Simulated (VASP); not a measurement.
# GaSb (F-43m) in VASP: notebook

One crystal, GaSb, is run at these levels: RPBE+D3, SCAN0, LDA; tasks: density of states, band structure, phonons.

Program: VASP 6.6.1. These are calculated values, not measurements. Logs are shortened: lines on timing, memory, paths and dates and some standing lists are left out, and cuts for length are marked.

## Step 1: The crystal as given

It takes space group F-43m (No. 216, cubic). The conventional cell has a = 6.118 Å, b = 6.118 Å, c = 6.118 Å, α = 90.00°, β = 90.00°, γ = 90.00°. Sb (site symmetry -43m) has 4 Ga at 2.65 Å as nearest neighbours. Ga (site symmetry -43m) is surrounded by 4 Sb at 2.65 Å.

## Step 2: Density of states, RPBE+D3, spin-orbit coupling, no magnetisation

File run.py:

```python
from ase import Atoms
from ase.calculators.vasp import Vasp
from ase.dft.dos import DOS

atoms = Atoms(
    ['Sb', 'Ga'],
    cell=[[0.0, 3.059, 3.059], [3.059, 0.0, 3.059], [3.059, 3.059, 0.0]],
    scaled_positions=[[0.75, 0.75, 0.75], [0.0, 0.0, 0.0]],
    pbc=True,
)
calc = Vasp(
    directory='calc',
    xc='rpbe',
    pp='PBE',
    setups='recommended',
    prec='Accurate',
    encut=520,
    ediff=1e-06,
    ismear=-1,
    sigma=0.1,
    lreal=False,
    lasph=True,
    nelm=80,
    algo='Normal',
    isif=2,
    lwave=False,
    lcharg=False,
    lorbit=11,
    lsorbit=True,
    gga_compat=False,
    ivdw=11,
    kpts=[4, 4, 4],
    gamma=True,
    nbands=42,
)
atoms.calc = calc

print('energy (eV):', atoms.get_potential_energy())
print('free energy (eV):', atoms.get_potential_energy(force_consistent=True))
print('forces (eV/A):')
print(atoms.get_forces())
print('stress (eV/A^3, Voigt):', atoms.get_stress())
print('Fermi level (eV):', calc.get_fermi_level())
dos = DOS(calc, width=0.2, window=(-10, 10), npts=201)
print('E - E_F (eV), DOS (1/eV)')
for e, g in zip(dos.get_energies(), dos.get_dos()):
    print(f'{e:8.3f} {g:10.4f}')
```

Potentials or basis: VASP PAW PBE potentials, release 64 (Sb, Ga_d).

Launch:

```sh
$ python run.py
```

Standard output:

```text
energy (eV): -7.2336781
free energy (eV): -7.23859361
forces (eV/A):
[[-3.9e-07 -3.9e-07 -3.9e-07]
 [ 3.9e-07  3.9e-07  3.9e-07]]
stress (eV/A^3, Voigt): [-1.52119508e-02 -1.52119508e-02 -1.52119508e-02 -5.02404036e-07
 -5.03234156e-07 -5.02404036e-07]
Fermi level (eV): 5.23922375
E - E_F (eV), DOS (1/eV)
 -10.000     2.5454
  -9.900     2.9683
  -9.800     4.0524
  -9.700     4.1672
  -9.600     2.7307
  -9.500     1.1936
[... 193 lines left out ...]
   9.900     7.2011
  10.000     5.4367
```

OUTCAR:

```text
ENCUT = 520.000000
   EDIFF = 1.00e-06
   GGA = RP
   PREC = Accurate
   ISIF = 2
   ISMEAR = -1
   LORBIT = 11
   NELM = 80
   IVDW = 11
[... 1100 lines left out ...]
tot          0.000  -0.000   0.000  -0.000

 magnetization (y)

# of ion       s       p       d       tot
------------------------------------------
    1       -0.000  -0.000  -0.000  -0.000
    2        0.000  -0.000   0.000   0.000
--------------------------------------------------
tot          0.000  -0.000   0.000  -0.000

 magnetization (z)

# of ion       s       p       d       tot
------------------------------------------
    1       -0.000  -0.000  -0.000  -0.000
    2        0.000  -0.000   0.000   0.000
--------------------------------------------------
tot          0.000  -0.000   0.000  -0.000
```

INCAR:

```text
ENCUT = 520.000000
SIGMA = 0.100000
EDIFF = 1.00e-06
ALGO = Normal
GGA = RP
PREC = Accurate
ISIF = 2
ISMEAR = -1
LORBIT = 11
NBANDS = 42
NELM = 80
IVDW = 11
LASPH = .TRUE.
LCHARG = .FALSE.
LWAVE = .FALSE.
LSORBIT = .TRUE.
GGA_COMPAT = .FALSE.
LREAL = .FALSE.
```

Run time: 2.1 min. Hardware: 1 thread of Intel Xeon Platinum 8375C at 2.90GHz (Ice Lake), shared host; peak memory 0.35 GiB.

The run converged, but some of its settings lie outside the range that counts as converged (typed here: k = 4 × 4 × 4; NBANDS = 42), so its numbers aren't taken as properties of the crystal.

What came out:

```
Free energy                                           : -7.2386 eV
Pressure                                              : 2.4 GPa
Valence electrons inside the program's atomic spheres : Sb 2.51; Ga 11.64
Dispersion energy per atom                            : -0.347 eV
```

Caveat: the k mesh is coarse (spacing up to 0.44 Å⁻¹), so the values aren't converged; the PAW data sets were made with another functional, which shifts forces and pressure a little.

## Step 3: Band structure, SCAN0

File POSCAR:

```
GaSb
1.0
    0.0000000000      3.0590000000      3.0590000000
    3.0590000000      0.0000000000      3.0590000000
    3.0590000000      3.0590000000      0.0000000000
Sb Ga
1 1
Direct
    0.7500000000      0.7500000000      0.7500000000
    0.0000000000      0.0000000000      0.0000000000
```

File INCAR.step1:

```
SYSTEM = GaSb
ALGO = Normal ; EDIFF = 1E-5
ENCUT = 520 ; GGA = PE
ISIF = 2 ; ISMEAR = -1
LASPH = .True. ; LCHARG = .False.
LREAL = .False. ; LWAVE = .True.
NBANDS = 16 ; NELM = 60
PREC = Accurate ; SIGMA = 0.05
```

File INCAR.step2:

```
SYSTEM = GaSb
AEXX = 0.25 ; ALGO = Normal
EDIFF = 1E-6 ; ENCUT = 520
HFRCUT = -1 ; ISIF = 2
ISMEAR = -1 ; ISTART = 1
LASPH = .True. ; LCHARG = .False.
LHFCALC = .True. ; LMIXTAU = .True.
LREAL = .False. ; LWAVE = .False.
METAGGA = SCAN ; NBANDS = 16
NELM = 60 ; PREC = Accurate
PRECFOCK = Fast ; SIGMA = 0.05
```

File KPOINTS:

```
k-points
0
Gamma
  4 4 4
  0 0 0
```

File KPOINTS_OPT:

```
path GXWKGLUWLK,UX
10
line-mode
reciprocal
 0.0000000000  0.0000000000  0.0000000000  G
 0.5000000000  0.0000000000  0.5000000000  X

 0.5000000000  0.0000000000  0.5000000000  X
 0.5000000000  0.2500000000  0.7500000000  W

 0.5000000000  0.2500000000  0.7500000000  W
 0.3750000000  0.3750000000  0.7500000000  K

 0.3750000000  0.3750000000  0.7500000000  K
 0.0000000000  0.0000000000  0.0000000000  G

 0.0000000000  0.0000000000  0.0000000000  G
 0.5000000000  0.5000000000  0.5000000000  L

 0.5000000000  0.5000000000  0.5000000000  L
 0.6250000000  0.2500000000  0.6250000000  U

 0.6250000000  0.2500000000  0.6250000000  U
 0.5000000000  0.2500000000  0.7500000000  W

 0.5000000000  0.2500000000  0.7500000000  W
 0.5000000000  0.5000000000  0.5000000000  L

 0.5000000000  0.5000000000  0.5000000000  L
 0.3750000000  0.3750000000  0.7500000000  K

 0.6250000000  0.2500000000  0.6250000000  U
 0.5000000000  0.0000000000  0.5000000000  X
```

Potentials or basis: VASP PAW PBE potentials, release 64 (Sb, Ga_d).

Launch:

```sh
$ cat potpaw_PBE.64/Sb/POTCAR potpaw_PBE.64/Ga_d/POTCAR > POTCAR
$ cp INCAR.step1 INCAR
$ mpirun -np 1 vasp_std > vasp.out
$ cp INCAR.step2 INCAR
$ mpirun -np 1 vasp_std > vasp.out
```

OUTCAR:

```text
SYSTEM = GaSb
   AEXX = 0.25
   EDIFF = 1E-6
   ENCUT = 520
   ISIF = 2
   ISMEAR = -1
   ISTART = 1
   LASPH = .True.
   LHFCALC = .True.
   LREAL = .False.
   METAGGA = SCAN
   NELM = 60
   PREC = Accurate
   PRECFOCK = Fast

 ion  position               nearest neighbor table
   1  0.750  0.750  0.750-   2 2.65   2 2.65   2 2.65   2 2.65
   2  0.000  0.000  0.000-   1 2.65   1 2.65   1 2.65   1 2.65

  LATTYP: Found a face centered cubic cell.
 ALAT       =     6.1180000000

  Lattice vectors:

 A1 = (   0.0000000000,   3.0590000000,   3.0590000000)
 A2 = (   3.0590000000,   0.0000000000,   3.0590000000)
 A3 = (   3.0590000000,   3.0590000000,   0.0000000000)

Analysis of symmetry for initial positions (statically):
=====================================================================
 Subroutine PRICEL returns:
 Original cell was already a primitive cell.

 Routine SETGRP: Setting up the symmetry group for a
 face centered cubic supercell.

 Subroutine GETGRP returns: Found 24 space group operations
 (whereof 24 operations were pure point group operations)
 out of a pool of 48 trial point group operations.

The static configuration has the point symmetry T_d .

Analysis of symmetry for dynamics (positions and initial velocities):
=====================================================================
 Subroutine PRICEL returns:
 Original cell was already a primitive cell.

 Routine SETGRP: Setting up the symmetry group for a
 face centered cubic supercell.

 Subroutine GETGRP returns: Found 24 space group operations
 (whereof 24 operations were pure point group operations)
 out of a pool of 48 trial point group operations.

[... 104 lines left out ...]
  volume/ion in A,a.u.               =      28.62       193.17
  Fermi-wavevector in a.u.,A,eV,Ry     =   1.113208  2.103657 16.860766  1.239231
  Thomas-Fermi vector in A             =   2.249790
   LORBIT       =      0    0 simple, 1 ext, 2 COOP (PROOUT), +10 PAW based schemes
   METAGGA = SCAN    functional components
   LHFCALC =     T    Hartree Fock is set to
   PRECFOCK=fast      Normal, Fast or Accurate (Low or Medium for compatibility)
   ENCUT4O =  -1.0   cutoff for four orbital integrals eV
   NKREDX  =     1    reduce k-point grid by
   NKREDY  =     1    reduce k-point grid by
   NKREDZ  =     1    reduce k-point grid by
   AEXX    =    0.2500 exact exchange contribution
   HFSCREEN=    0.0000 screening length (either q_TF or 0.3 A-1)
   HFSCREENC=   0.0000 screening length for correlation (either q_TF or 0.3 A-1)
   ENCUTFOCK=  -1.0 apply spherical cutoff to Coloumb kernel
   IVDW    =     0    specifies the selected vdW correction
   LEPSILON=     F    determine dielectric tensor
   LRPA    =     F    only Hartree local field effects (RPA)
 non-spin polarized calculation
  energy-cutoff  :      520.00
  volume of cell :       57.25
 maximum number of plane-waves:      1572
  NGX = 18; NGY = 18; NGZ = 18

 number of electron      17.9999986 magnetization

 Free energy of the ion-electron system (eV)
  ---------------------------------------------------
  ext. energy  EPLUGINS =         0.00000000
  ---------------------------------------------------
  free energy    TOTEN  =       -44.57028855 eV

  energy without entropy =      -44.57028853  energy(sigma->0) =      -44.57028854

 E-fermi :   4.8595     XC(G=0):  -7.5973

 val. band max:        4.0593143990   @ k =   0.0000   0.0000   0.0000
 cond. band min:       5.6080629695   @ k =   0.0000   0.0000   0.0000
 fundamental gap:      1.5487485705
 Fermi energy:         4.8594512483

 k-point     1 :       0.0000    0.0000    0.0000
  band No.  band energies     occupation
      1     -14.0468      2.00000
      2     -14.0468      2.00000
      3     -14.0468      2.00000
      4     -13.9924      2.00000
      5     -13.9924      2.00000
      6      -8.9375      2.00000
[... 129 lines left out ...]
      3     -14.0255      2.00000
      4     -13.9983      2.00000
      5     -13.9921      2.00000
      6      -6.0230      2.00000
[... 8 lines left out ...]
     15      16.1949      0.00000
     16      17.6313      0.00000

------------------------ aborting loop because EDIFF is reached ----------------------------------------

  FORCE on cell =-STRESS in cart. coord.  units (eV):
  Direction    XX          YY          ZZ          XY          YZ          ZX
  --------------------------------------------------------------------------------------
  -------------------------------------------------------------------------------------
  Total       -0.4721063     -0.4721063     -0.4721063      0.0000000      0.0000000      0.0000000
  in kB      -13.2124085    -13.2124085    -13.2124085      0.0000000      0.0000000      0.0000000
  external PRESSURE =     -13.2124085 kB  Pullay stress =       0.0000000 kB

 VOLUME and BASIS-vectors are now :
 -----------------------------------------------------------------------------
  energy-cutoff  :      520.00
  volume of cell :       57.25
      direct lattice vectors                 reciprocal lattice vectors
     0.000000000  3.059000000  3.059000000    -0.163452109  0.163452109  0.163452109
     3.059000000  0.000000000  3.059000000     0.163452109 -0.163452109  0.163452109
     3.059000000  3.059000000  0.000000000     0.163452109  0.163452109 -0.163452109

 POSITION                                       TOTAL-FORCE (eV/Angst)
 -----------------------------------------------------------------------------------
      4.58850      4.58850      4.58850         0.000000     -0.000000      0.000000
      0.00000      0.00000      0.00000        -0.000000      0.000000     -0.000000
 -----------------------------------------------------------------------------------
    total drift:                                0.001265      0.000364      0.000612

  FREE ENERGIE OF THE ION-ELECTRON SYSTEM (eV)
  ---------------------------------------------------
  free  energy   TOTEN  =       -44.5702885487 eV

  energy  without entropy=      -44.5702885313  energy(sigma->0) =      -44.57028854
```

OUTCAR.step1:

```text
SYSTEM = GaSb
   EDIFF = 1E-5
   ENCUT = 520
   GGA = PE
   ISIF = 2
   ISMEAR = -1
   LASPH = .True.
[... 354 lines left out ...]
      4.58850      4.58850      4.58850         0.000000      0.000000      0.000000
      0.00000      0.00000      0.00000        -0.000000     -0.000000     -0.000000
 -----------------------------------------------------------------------------------
    total drift:                               -0.000002     -0.000002     -0.000002

  FREE ENERGIE OF THE ION-ELECTRON SYSTEM (eV)
  ---------------------------------------------------
  free  energy   TOTEN  =        -7.1579170668 eV

  energy  without entropy=       -7.1543799575  energy(sigma->0) =       -7.15614851
```

OSZICAR.step1:

```text
N       E                     dE             d eps       ncg     rms          rms(c)
DAV:   1     0.777200217964E+02    0.77720E+02   -0.90043E+03   264   0.134E+03
DAV:   2    -0.114372343546E+01   -0.78864E+02   -0.75125E+02   296   0.276E+02
DAV:   3    -0.711710396656E+01   -0.59734E+01   -0.59577E+01   312   0.620E+01
DAV:   4    -0.722016826528E+01   -0.10306E+00   -0.10305E+00   344   0.882E+00
DAV:   5    -0.722235601538E+01   -0.21878E-02   -0.21877E-02   312   0.124E+00    0.325E+00
DAV:   6    -0.717021354922E+01    0.52142E-01   -0.73631E-02   392   0.408E+00    0.196E+00
DAV:   7    -0.715557806280E+01    0.14635E-01   -0.44943E-02   296   0.156E+00    0.401E-01
DAV:   8    -0.715716325151E+01   -0.15852E-02   -0.50076E-03   336   0.741E-01    0.974E-02
DAV:   9    -0.715784639225E+01   -0.68314E-03   -0.88565E-04   304   0.223E-01    0.362E-02
DAV:  10    -0.715788666351E+01   -0.40271E-04   -0.48825E-05   344   0.438E-02    0.982E-03
DAV:  11    -0.715791613400E+01   -0.29470E-04   -0.40297E-05   296   0.437E-02    0.765E-03
DAV:  12    -0.715791706678E+01   -0.93277E-06   -0.16942E-06   264   0.102E-02
   1 F= -.71579171E+01 E0= -.71561485E+01  d E =-.353711E-02
```

It took 34 min on 1 thread of Intel Xeon Platinum 8488C (Sapphire Rapids), shared host; peak memory 0.22 GiB.

What came out:

| Property | Result |
| --- | --- |
| Free energy | -44.5703 eV |
| Pressure | -1.3 GPa |
| Band gap on the k mesh | 1.55 eV, direct |
| Band gap along the path | 1.55 eV, direct |

Levels at the corners of the path, in eV from the valence-band top:
```csv
point,band 5,band 6,band 7,band 8,band 9,band 10,band 11,band 12,band 13,band 14
Γ,-18.05,-13.00,0.00,0.00,0.00,1.55,4.20,4.20,4.20,7.52
X,-18.05,-10.15,-7.70,-2.93,-2.93,2.21,2.52,10.87,10.87,12.24
X,-18.05,-10.15,-7.70,-2.93,-2.93,2.21,2.52,10.87,10.87,12.24
W,-18.05,-10.08,-7.53,-3.76,-3.49,5.37,5.80,6.09,6.30,12.07
W,-18.05,-10.08,-7.53,-3.76,-3.49,5.37,5.80,6.09,6.30,12.07
K,-18.05,-10.21,-7.47,-4.07,-2.50,2.74,5.45,8.53,8.73,9.35
K,-18.05,-10.21,-7.47,-4.07,-2.50,2.74,5.45,8.53,8.73,9.35
Γ,-18.05,-13.00,0.00,0.00,0.00,1.55,4.20,4.20,4.20,7.52
Γ,-18.05,-13.00,0.00,0.00,0.00,1.55,4.20,4.20,4.20,7.52
L,-18.05,-11.12,-7.19,-1.32,-1.32,1.76,5.27,5.27,8.14,11.33
L,-18.05,-11.12,-7.19,-1.32,-1.32,1.76,5.27,5.27,8.14,11.33
U,-18.05,-10.21,-7.47,-4.07,-2.50,2.74,5.45,8.53,8.73,9.35
U,-18.05,-10.21,-7.47,-4.07,-2.50,2.74,5.45,8.53,8.73,9.35
W,-18.05,-10.08,-7.53,-3.76,-3.49,5.37,5.80,6.09,6.30,12.07
W,-18.05,-10.08,-7.53,-3.76,-3.49,5.37,5.80,6.09,6.30,12.07
L,-18.05,-11.12,-7.19,-1.32,-1.32,1.76,5.27,5.27,8.14,11.33
L,-18.05,-11.12,-7.19,-1.32,-1.32,1.76,5.27,5.27,8.14,11.33
K,-18.05,-10.21,-7.47,-4.07,-2.50,2.74,5.45,8.53,8.73,9.35
U,-18.05,-10.21,-7.47,-4.07,-2.50,2.74,5.45,8.53,8.73,9.35
X,-18.05,-10.15,-7.70,-2.93,-2.93,2.21,2.52,10.87,10.87,12.24
```

Caveat: the k mesh is coarse (spacing up to 0.44 Å⁻¹), so the values aren't converged, least of all with exact exchange; the PAW data sets were made with another functional, which shifts forces and pressure a little; spin-orbit coupling is left out, which moves the levels of the heavy elements.

(Part 1 of 2 ends here.)
